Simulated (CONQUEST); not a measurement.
MoS2 in CONQUEST: convergence with k mesh

Input of the first run (k mesh 1 × 1 × 1); the others differ in this setting and in those tied to it:

The input Conquest_input:

```
IO.Title MoS2
IO.Coordinates coords.dat
IO.FractionalAtomicCoords T
IO.Iprint 2
IO.Iprint_init 1
General.NumberOfSpecies 2
General.PseudopotentialType hamann
AtomMove.TypeOfRun static
AtomMove.FullStress T
Grid.GridCutoff 120
DM.SolutionMethod diagon
Diag.MPMesh T
Diag.GammaCentred T
Diag.MPMeshX 1
Diag.MPMeshY 1
Diag.MPMeshZ 1
Diag.kT 0.00183747
minE.SCTolerance 1e-6
SC.MaxIters 100
IO.AtomChargeOutput T
SC.KerkerPreCondition T
SC.KerkerFactor 0.3
SC.LinearMixingFactor 0.3
%block ChemicalSpeciesLabel
1 95.940 Mo
2 32.070 S
%endblock
```

Contents of coords.dat:

```
    5.9885420889     0.0000000000     0.0000000000
    0.0000000000    10.3724591610     0.0000000000
    0.0000000000     0.0000000000    23.2889847599
12
  0.0016175000   0.3365135000   0.2499160000 1 T T T
  0.5016175000   0.8365135000   0.2499160000 1 T T T
  0.4973655000   0.1634055000   0.7511210000 1 T T T
  0.9973655000   0.6634055000   0.7511210000 1 T T T
  0.0000935000   0.3327055000   0.6244260000 2 T T T
  0.5000935000   0.8327055000   0.6244260000 2 T T T
  0.0015490000   0.6671960000   0.1219170000 2 T T T
  0.5015490000   0.1671960000   0.1219170000 2 T T T
  0.4896390000   0.8337880000   0.8771920000 2 T T T
  0.9896390000   0.3337880000   0.8771920000 2 T T T
  0.4961740000   0.1640750000   0.3756890000 2 T T T
  0.9961740000   0.6640750000   0.3756890000 2 T T T
```

Potentials or basis: PseudoDojo NC PBE, SZP, grid cutoff 120 Ha.

Command:

```bash
$ OMP_NUM_THREADS=1 Conquest
```

The cell isn't the ideal one: atoms moved at random.

Hardware: 1 thread of AMD EPYC 7B13 (Zen 3), on a shared host.

| k mesh | energy less the tightest run, at zero smearing (meV/atom) | pressure (GPa) | largest force (eV/Å) | gap on the mesh (eV) | SCF cycles | CPU time (s) | peak memory (GiB) |
| --- | --- | --- | --- | --- | --- | --- | --- |
| 1 × 1 × 1 | 1067.18 | 13.42 | 0.893 | 1.503 | 19 | 72 | 1.2 |
| 2 × 1 × 1 | 69.43 | 7.50 | 1.453 | 1.185 | 14 | 63 | 1.2 |
| 3 × 2 × 1 | 20.46 | 7.45 | 1.059 | 0.872 | 14 | 66 | 1.2 |
| 4 × 2 × 1 | 16.47 | 7.36 | 1.092 | 0.998 | 15 | 71 | 1.2 |
| 5 × 3 × 2 | 0.63 | 6.95 | 1.073 | 0.963 | 15 | 87 | 1.2 |
| 6 × 4 × 2 | 0.26 | 6.94 | 1.067 | 0.864 | 14 | 100 | 1.2 |
| 7 × 4 × 2 | 0.19 | 6.94 | 1.065 | 0.918 | 14 | 110 | 1.2 |
| 8 × 5 × 3 | 0.05 | 6.94 | 1.064 | 0.917 | 14 | 130 | 1.2 |
| 10 × 6 × 3 | 0.00 | 6.93 | 1.064 | 0.891 | 14 | 180 | 1.2 |
| 12 × 7 × 3 | 0.00 | 6.93 | 1.064 | 0.864 | 14 | 200 | 1.2 |

Against the tightest run, the energy stays within 1 meV/atom from 5 × 3 × 2 on; the pressure stays within 0.1 GPa from 5 × 3 × 2 on; the largest force stays within 0.005 eV/Å from 6 × 4 × 2 on. Not settled before the last step: the gap on the mesh (to 0.01 eV). Meshes of other sizes hit other points, so gaps and Fermi surfaces needn't settle smoothly. The tightest run that finished is the yardstick and may itself not be fully converged.

Caveat, for the tightest run too: the atomic basis is small; an odd mesh through Γ misses points on the zone boundary, where band edges often lie; the basis of atomic orbitals isn't converged, which shifts pressures, moduli and gaps.
